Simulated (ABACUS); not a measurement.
# In (P6_3/mmc) in ABACUS: equation of state

Aim: energy against volume of In in PBE, for its equilibrium volume and stiffness.

All numbers are computed with ABACUS 3.10.1; they aren't measurements. Logs are shortened: lines on timing, memory, paths and dates and some standing lists are left out, and cuts for length are marked.

## (1) The crystal as given

It takes space group P6_3/mmc (No. 194, hexagonal). The conventional cell has a = 3.335 Å, b = 3.335 Å, c = 5.509 Å, α = 90.00°, β = 90.00°, γ = 120.00°. Around In (site symmetry -6m2) lie 12 In at 3.34 to 3.36 Å.

This isn't the form of In at room conditions, which is tetragonal.

## (2) Equation of state, PBE, 24.95 Å³/atom (volume scaled by 0.94)

Contents of INPUT:

```
INPUT_PARAMETERS
suffix              In
calculation         scf
basis_type          pw
pseudo_dir          ./
symmetry            1
dft_functional      pbe
ecutwfc             71
pseudo_rcut         10
nspin               1
nbands              17
ks_solver           dav
smearing_method     fd
smearing_sigma      0.00367493
scf_thr             1e-08
scf_nmax            100
mixing_type         broyden
mixing_beta         0.7
cal_force           1
cal_stress          1
kpar                4
```

Contents of STRU:

```
ATOMIC_SPECIES
In 114.8180 In.upf

LATTICE_CONSTANT
1.8897261246

LATTICE_VECTORS
3.2673945583 0.0000000000 0.0000000000
-1.6336972791 2.8296466917 0.0000000000
0.0000000000 0.0000000000 5.3966798754

ATOMIC_POSITIONS
Direct

In
0.0
2
0.6666666667 0.3333333333 0.7500000000 1 1 1
0.3333333333 0.6666666667 0.2500000000 1 1 1
```

Contents of KPT:

```
K_POINTS
0
Gamma
9 9 5 0 0 0
```

Potentials or basis: PseudoDojo NC SR 0.4.1 PBE standard, plane waves.

On the command line:

```bash
$ OMP_NUM_THREADS=1 mpirun -np 4 abacus > log
```

running log:

```text
ABACUS v3.10.1

               Atomic-orbital Based Ab-initio Computation at UStc

 ------------------------------------------------------------------------------------

 READING GENERAL INFORMATION
                           global_out_dir = OUT.In/
                           global_in_card = INPUT
                               pseudo_dir = ./
                              orbital_dir =
                                    DSIZE = 4
                                    GSIZE = 1

 READING UNITCELL INFORMATION
                                    ntype = 1
                  lattice constant (Bohr) = 1.88973
              lattice constant (Angstrom) = 1

 READING ATOM TYPE 1
                               atom label = In
                      L=0, number of zeta = 1
                      L=1, number of zeta = 1
                      L=2, number of zeta = 1
             number of atom for this type = 2

                        TOTAL ATOM NUMBER = 2
DIRECT COORDINATES
    atom                   x                   y                   z     mag                  vx                  vy                  vz
taud_In1            0.6666666667        0.3333333333        0.7500000000  0.0000        0.0000000000        0.0000000000        0.0000000000
taud_In2            0.3333333333        0.6666666667        0.2500000000  0.0000        0.0000000000        0.0000000000        0.0000000000

                          Volume (Bohr^3) = 336.711
                             Volume (A^3) = 49.8953

 Lattice vectors: (Cartesian coordinate: in unit of a_0)
             +3.26739                  +0                  +0
              -1.6337            +2.82965                  +0
                   +0                  +0            +5.39668
 Reciprocal vectors: (Cartesian coordinate: in unit of 2 pi/a_0)
            +0.306054           +0.176701                  -0
                   -0           +0.353401                  -0
                   +0                  -0           +0.185299
 The esolver type has been set to : ksdft_pw

                PAO radial cut off (Bohr) = 10

 Read in pseudopotential file is In.upf
                     pseudopotential type = NC
          exchange-correlation functional = PBE
                 nonlocal core correction = 1
                        valence electrons = 13
                                     lmax = 2
                           number of zeta = 3
                     number of projectors = 6
                           L of projector = 0
                           L of projector = 0
                           L of projector = 1
                           L of projector = 1
                           L of projector = 2
                           L of projector = 2
     initial pseudo atomic orbital number = 18

 SETUP THE ELECTRONS NUMBER
            electron number of element In = 13
      total electron number of element In = 26
            AUTOSET number of electrons:  = 26
                           occupied bands = 13
                                   NBANDS = 17
                                   NLOCAL = 18

%%%%%%%%%%%%%%%%%%%%%%%%%%%%%%%%%%%%%%%%%%%%%%%%%%%%%%%%%%%%%%%%%%%%%%%%%%%%%%%%%%%%%%%%%%%%%%%%%%%%%%%%%%
 Warning: the number of valence electrons in pseudopotential > 3 for In: [Kr] 4d10 5s2 5p1
 Pseudopotentials with additional electrons can yield (more) accurate outcomes, but may be less efficient.
 If you're confident that your chosen pseudopotential is appropriate, you can safely ignore this warning.
%%%%%%%%%%%%%%%%%%%%%%%%%%%%%%%%%%%%%%%%%%%%%%%%%%%%%%%%%%%%%%%%%%%%%%%%%%%%%%%%%%%%%%%%%%%%%%%%%%%%%%%%%%

 SETUP THE PLANE WAVE BASIS
 energy cutoff for charge/potential (unit:Ry) = 284
            fft grid for charge/potential = [ 36, 36, 60 ]
                        fft grid division = [ 1, 1, 1 ]
        big fft grid for charge/potential = [ 36, 36, 60 ]
                                     nbxx = 77760
                                     nrxx = 77760

 SETUP PLANE WAVES FOR CHARGE/POTENTIAL
                    number of plane waves = 27199
                         number of sticks = 745

 PARALLEL PW FOR CHARGE/POTENTIAL
     PROC   COLUMNS(POT)             PW
        1            745          27199
 --------------- sum -------------------
        1            745          27199
                            number of |g| = 1330
                                  max |g| = 25.6618
                                  min |g| = 0

----------- Double Check Mixing Parameters Begin ------------
mixing_type: broyden
mixing_beta: 0.7
mixing_gg0: 1
mixing_gg0_min: 0.1
mixing_ndim: 8
----------- Double Check Mixing Parameters End ------------

 LATTICE VECTORS: (CARTESIAN COORDINATE: IN UNIT OF A0)
[... 35 lines left out ...]
                                       C3 = 2
                                       C4 = 0
                                       C6 = 2
                                       S1 = 7
                                       S3 = 2
                                       S4 = 0
                                       S6 = 2
               POINT GROUP IN SPACE GROUP = D_6h

 SETUP K-POINTS
                                    nspin = 1
                   Input type of k points = Monkhorst-Pack(Gamma)
                                   nkstot = 405
                       right hand lattice = 1
(for reciprocal lattice: )
                             BRAVAIS TYPE = 4
                     BRAVAIS LATTICE NAME = 04. Hexagonal cell
                                    ibrav = 4
                       right hand lattice = 1
(for k-lattice: )
                             BRAVAIS TYPE = 4
                     BRAVAIS LATTICE NAME = 04. Hexagonal cell
                                    ibrav = 4
                       right hand lattice = 1
                        ROTATION MATRICES = 24
                               nkstot_ibz = 36
K-POINTS REDUCTION ACCORDING TO SYMMETRY
     IBZ    DIRECT_X    DIRECT_Y    DIRECT_Z  WEIGHT  ibz2bz
       1  0.00000000  0.00000000  0.00000000  0.0025       0
       2 -0.11111111  0.11111111  0.00000000  0.0148       1
       3 -0.22222222  0.22222222  0.00000000  0.0148       2
       4 -0.33333333  0.33333333  0.00000000  0.0148       3
       5 -0.44444444  0.44444444  0.00000000  0.0148       4
       6 -0.11111111  0.22222222  0.00000000  0.0148      10
[... 22 lines left out ...]
      29 -0.44444444  0.44444444  0.40000000  0.0296     166
      30 -0.11111111  0.22222222  0.40000000  0.0296     172
[... 6 further k points ...]

                               nkstot now = 36
[... K-POINTS DIRECT COORDINATES: 36 rows ...]

           k-point number in this process = 9
       minimum distributed K point number = 9
[... stars of the k points ...]

[... K-POINTS CARTESIAN COORDINATES: 9 rows ...]

[... K-POINTS DIRECT COORDINATES: 9 rows ...]

 SETUP PLANE WAVES FOR WAVE FUNCTIONS
     energy cutoff for wavefunc (unit:Ry) = 71
              fft grid for wave functions = [ 36, 36, 60 ]
                    number of plane waves = 4609
                         number of sticks = 235

 PARALLEL PW FOR WAVE FUNCTIONS
     PROC   COLUMNS(POT)             PW
        1            235           4609
 --------------- sum -------------------
        1            235           4609

 SETUP NONLOCAL PSEUDOPOTENTIALS IN PLANE WAVE BASIS
 In non-local projectors:
 projector 1 L=0
 projector 2 L=0
 projector 3 L=1
 projector 4 L=1
 projector 5 L=2
 projector 6 L=2
      TOTAL NUMBER OF NONLOCAL PROJECTORS = 36

 Init Non-Local PseudoPotential table :
 Init Non-Local-Pseudopotential done.

                                     npwx = 3414

 Make real space PAO into reciprocal space.
       max mesh points in Pseudopotential = 1001
     dq(describe PAO in reciprocal space) = 0.01
                                    max q = 1015

 number of pseudo atomic orbitals for In is 3
WARNING: norm of atomic wavefunction # 2 of atomic type In is 0.999992, renormalized
WARNING: norm of atomic wavefunction # 3 of atomic type In is 0.998067, renormalized

 -------------------------------------------
 SELF-CONSISTENT
 -------------------------------------------
                                 init_chg = atomic

 PW ALGORITHM --------------- ION=   1  ELEC=   1--------------------------------
 Notice: Threshold on eigenvalues was too large.
 hsover_error=0.26 > DRHO=0.0130103
 Origin diag ethr = 0.01
 New diag ethr = 5.00398e-05

 Density error is 0.0134931889916
                          Error Threshold = 5.00397818484e-05
----------------------------------------------------------
     Energy           Rydberg                 eV
----------------------------------------------------------
 E_KohnSham     -265.7998391797      -3616.3923403274
 E_Harris       -267.0906851379      -3633.9552005994
 E_Fermi        0.8385701911         11.4093327720
----------------------------------------------------------
[... 63 lines left out ...]
 Density error is 7.58279744412e-11
                          Error Threshold = 9.76725860726e-11
----------------------------------------------------------
     Energy           Rydberg                 eV
----------------------------------------------------------
 E_KohnSham     -265.8026753243      -3616.4309280541
 E_KS(sigma->0) -265.8022709896      -3616.4254267993
 E_Harris       -265.8027558453      -3616.4320235982
 E_band         -1.7179398305        -23.3737705165
 E_one_elec     -62.2615165655       -847.1113914127
 E_Hartree      53.4431373040        727.1311863302
 E_xc           -80.1934946876       -1091.0884702836
 E_Ewald        -176.7899927059      -2405.3512501785
 E_entropy(-TS) -0.0008086692        -0.0110025095
 E_descf        0.0000000000         0.0000000000
 E_exx          0.0000000000         0.0000000000
 E_Fermi        0.8312741483         11.3100650175
----------------------------------------------------------

 charge density convergence is achieved
 final etot is -3616.4309281 eV
 EFERMI = 11.310065017 eV

 STATE ENERGY(eV) AND OCCUPATIONS    NSPIN == 1
 1/9 kpoint (Cartesian) = 0.0000 0.0000 0.0000 (3369 pws)
       1       -3.56988     0.00493827
       2       -3.49365     0.00493827
       3       -3.46065     0.00493827
       4       -3.46065     0.00493827
       5       -3.42866     0.00493827
       6       -3.42866     0.00493827
[... 9 lines left out ...]
      16        21.9455        0.00000
[... 82 lines left out ...]
       4       -3.40305      0.0296296
       5       -3.40091      0.0296296
       6       -3.39711      0.0296296
[... 9 lines left out ...]
      16        20.4098    2.70551e-81
      17        20.8568    3.54395e-85

[... levels at 3 further k points ...]

------------------------------------------------------------------------------------------
 TOTAL-FORCE (eV/Angstrom)
------------------------------------------------------------------------------------------
                       In1         0.0000000000         0.0000000000         0.0000000000
                       In2         0.0000000000         0.0000000000         0.0000000000
------------------------------------------------------------------------------------------

----------------------------------------------------------------
 TOTAL-STRESS (KBAR)
----------------------------------------------------------------
        48.2685629603        -0.0000000009        -0.0000000000
        -0.0000000009        48.2685629594         0.0000000000
        -0.0000000000         0.0000000000        37.8364460406
----------------------------------------------------------------
 TOTAL-PRESSURE: 44.791191 KBAR

 --------------------------------------------
 !FINAL_ETOT_IS -3616.4309280540760483 eV
 --------------------------------------------
```

It took 11 s on 4 MPI ranks of Intel Xeon Gold 6455B (Sapphire Rapids), shared host; peak memory 0.36 GiB.

Results:

* Free energy: -3616.4309 eV
* Pressure: 4.5 GPa
* Band gap on the k mesh: none (metal or under the smearing width)

## (3) Equation of state, PBE, 25.48 Å³/atom (volume scaled by 0.96)

INPUT is that of step 2.

Contents of STRU:

```
ATOMIC_SPECIES
In 114.8180 In.upf

LATTICE_CONSTANT
1.8897261246

LATTICE_VECTORS
3.2904051372 0.0000000000 0.0000000000
-1.6452025686 2.8495744376 0.0000000000
0.0000000000 0.0000000000 5.4346859154

ATOMIC_POSITIONS
Direct

In
0.0
2
0.6666666667 0.3333333333 0.7500000000 1 1 1
0.3333333333 0.6666666667 0.2500000000 1 1 1
```

KPT is that of step 2.

Potentials or basis: PseudoDojo NC SR 0.4.1 PBE standard, plane waves.

On the command line:

```bash
$ OMP_NUM_THREADS=1 mpirun -np 4 abacus > log
```

Run time: 10 s. Hardware: 4 MPI ranks of Intel Xeon Gold 6455B (Sapphire Rapids), shared host; peak memory 0.36 GiB.

Results (log left out):

```yaml
Free_energy: -3616.4568 eV
Pressure: 3.3 GPa
Band_gap_on_the_k_mesh: none (metal or under the smearing width)
```

## (4) Equation of state, PBE, 26.01 Å³/atom (volume scaled by 0.98)

INPUT is that of step 3.

Contents of STRU:

```
ATOMIC_SPECIES
In 114.8180 In.upf

LATTICE_CONSTANT
1.8897261246

LATTICE_VECTORS
3.3130983036 0.0000000000 0.0000000000
-1.6565491518 2.8692272962 0.0000000000
0.0000000000 0.0000000000 5.4721676924

ATOMIC_POSITIONS
Direct

In
0.0
2
0.6666666667 0.3333333333 0.7500000000 1 1 1
0.3333333333 0.6666666667 0.2500000000 1 1 1
```

KPT is that of step 3.

On the command line:

```bash
$ OMP_NUM_THREADS=1 mpirun -np 4 abacus > log
```

It took 11 s on 4 MPI ranks of Intel Xeon Gold 6455B (Sapphire Rapids), shared host; peak memory 0.36 GiB.

It converged, with:

```yaml
Free_energy: -3616.4755 eV
Pressure: 2.3 GPa
Band_gap_on_the_k_mesh: none (metal or under the smearing width)
```

## (5) Equation of state, PBE, 26.54 Å³/atom

INPUT is that of step 4.

Contents of STRU:

```
ATOMIC_SPECIES
In 114.8180 In.upf

LATTICE_CONSTANT
1.8897261246

LATTICE_VECTORS
3.3354847820 0.0000000000 0.0000000000
-1.6677423910 2.8886145552 0.0000000000
0.0000000000 0.0000000000 5.5091429200

ATOMIC_POSITIONS
Direct

In
0.0
2
0.6666666667 0.3333333333 0.7500000000 1 1 1
0.3333333333 0.6666666667 0.2500000000 1 1 1
```

KPT is that of step 4.

On the command line:

```bash
$ OMP_NUM_THREADS=1 mpirun -np 4 abacus > log
```

It took 11 s on 4 MPI ranks of Intel Xeon Gold 6455B (Sapphire Rapids), shared host; peak memory 0.36 GiB.

It converged, with:

```yaml
Free_energy: -3616.4880 eV
Pressure: 1.4 GPa
Band_gap_on_the_k_mesh: none (metal or under the smearing width)
```

## (6) Equation of state, PBE, 27.07 Å³/atom (volume scaled by 1.02)

INPUT is that of step 5.

Contents of STRU:

```
ATOMIC_SPECIES
In 114.8180 In.upf

LATTICE_CONSTANT
1.8897261246

LATTICE_VECTORS
3.3575747290 0.0000000000 0.0000000000
-1.6787873645 2.9077450104 0.0000000000
0.0000000000 0.0000000000 5.5456283735

ATOMIC_POSITIONS
Direct

In
0.0
2
0.6666666667 0.3333333333 0.7500000000 1 1 1
0.3333333333 0.6666666667 0.2500000000 1 1 1
```

KPT is that of step 5.

Potentials or basis: PseudoDojo NC SR 0.4.1 PBE standard, plane waves.

On the command line:

```bash
$ OMP_NUM_THREADS=1 mpirun -np 4 abacus > log
```

It took 11 s on 4 MPI ranks of Intel Xeon Gold 6455B (Sapphire Rapids), shared host; peak memory 0.36 GiB.

It converged, with:

```yaml
Free_energy: -3616.4950 eV
Pressure: 0.7 GPa
Band_gap_on_the_k_mesh: none (metal or under the smearing width)
```

## (7) Equation of state, PBE, 27.60 Å³/atom (volume scaled by 1.04)

INPUT is that of step 6.

Contents of STRU:

```
ATOMIC_SPECIES
In 114.8180 In.upf

LATTICE_CONSTANT
1.8897261246

LATTICE_VECTORS
3.3793777732 0.0000000000 0.0000000000
-1.6896888866 2.9266270006 0.0000000000
0.0000000000 0.0000000000 5.5816399564

ATOMIC_POSITIONS
Direct

In
0.0
2
0.6666666667 0.3333333333 0.7500000000 1 1 1
0.3333333333 0.6666666667 0.2500000000 1 1 1
```

KPT is that of step 6.

On the command line:

```bash
$ OMP_NUM_THREADS=1 mpirun -np 4 abacus > log
```

Wall time 11 s (4 MPI ranks of Intel Xeon Gold 6455B (Sapphire Rapids), shared host); peak memory 0.4 GiB.

Results (log left out):

* Free energy: -3616.4975 eV
* Pressure: 0.0 GPa
* Band gap on the k mesh: none (metal or under the smearing width)

## (8) Equation of state, PBE, 28.13 Å³/atom (volume scaled by 1.06)

INPUT is that of step 7.

Contents of STRU:

```
ATOMIC_SPECIES
In 114.8180 In.upf

LATTICE_CONSTANT
1.8897261246

LATTICE_VECTORS
3.4009030527 0.0000000000 0.0000000000
-1.7004515264 2.9452684395 0.0000000000
0.0000000000 0.0000000000 5.6171927618

ATOMIC_POSITIONS
Direct

In
0.0
2
0.6666666667 0.3333333333 0.7500000000 1 1 1
0.3333333333 0.6666666667 0.2500000000 1 1 1
```

KPT is that of step 7.

On the command line:

```bash
$ OMP_NUM_THREADS=1 mpirun -np 4 abacus > log
```

Wall time 10 s (4 MPI ranks of Intel Xeon Gold 6455B (Sapphire Rapids), shared host); peak memory 0.36 GiB.

The run converged. Its results:

```yaml
Free_energy: -3616.4960 eV
Pressure: -0.5 GPa
Band_gap_on_the_k_mesh: none (metal or under the smearing width)
```

## (9) Equation of state, PBE

Potentials or basis: PseudoDojo NC SR 0.4.1 PBE standard, plane waves.

No new run: the results of the series are fitted here.

Results:

```
Equilibrium volume                        : 27.65 Å³/atom
Bulk modulus at fixed shape and positions : 31 GPa
Pressure derivative of the bulk modulus   : 6.9
```

Energy against volume, from the lowest point:
```tsv
volume (Å³/atom)	energy (meV/atom)
24.948	33.29
25.478	20.36
26.009	11.00
26.540	4.76
27.071	1.23
27.602	0.00
28.133	0.76
```

Caveat: the cell was scaled at fixed shape and fractional positions, which overstates the stiffness of a crystal with free parameters, most of all of layers and chains.
